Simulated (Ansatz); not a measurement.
Space group Fm-3m (No. 225). a = 4.214 Å, b = 4.214 Å, c = 4.214 Å, α = 90.00°, β = 90.00°, γ = 90.00°
| atom | site | symmetry | x | y | z |
| --- | --- | --- | --- | --- | --- |
| Mg | 4a | m-3m | 0.0000 | 0.0000 | 0.0000 |
| O | 4b | m-3m | 0.5000 | 0.0000 | 0.0000 |

Equation of state of this MgO structure (not necessarily the ground state), with shape and atoms relaxed at each volume where symmetry leaves them free. These are results of DFT PBEsol, scalar-relativistic, plane waves, PAW in Ansatz, not measurements.

Settings: cutoff 420 eV, Γ-centred mesh 10×10×10 on the computed 2-atom cell, Gaussian smearing of 0.02 eV; no spin polarisation.

```json
{"V (Å³/atom)": "8.233", "E − E(largest V) (meV/atom)": "43.09", "P (GPa)": "26.19", "gap on mesh (eV)": "5.95"}
{"V (Å³/atom)": "8.514", "E − E(largest V) (meV/atom)": "4.54", "P (GPa)": "18.03", "gap on mesh (eV)": "5.58"}
{"V (Å³/atom)": "8.794", "E − E(largest V) (meV/atom)": "-20.74", "P (GPa)": "11.05", "gap on mesh (eV)": "5.24"}
{"V (Å³/atom)": "9.075", "E − E(largest V) (meV/atom)": "-34.84", "P (GPa)": "5.09", "gap on mesh (eV)": "4.92"}
{"V (Å³/atom)": "9.356", "E − E(largest V) (meV/atom)": "-39.11", "P (GPa)": "-0.02", "gap on mesh (eV)": "4.62"}
{"V (Å³/atom)": "9.636", "E − E(largest V) (meV/atom)": "-35.10", "P (GPa)": "-4.39", "gap on mesh (eV)": "4.34"}
{"V (Å³/atom)": "9.917", "E − E(largest V) (meV/atom)": "-24.10", "P (GPa)": "-8.15", "gap on mesh (eV)": "4.08"}
{"V (Å³/atom)": "10.291", "E − E(largest V) (meV/atom)": "0.00", "P (GPa)": "-12.34", "gap on mesh (eV)": "3.76"}
```

Fit a third-order Birch–Murnaghan equation to E(V).

V0 = 9.35 Å³/atom, B0 = 157 GPa, B0' = 4.1.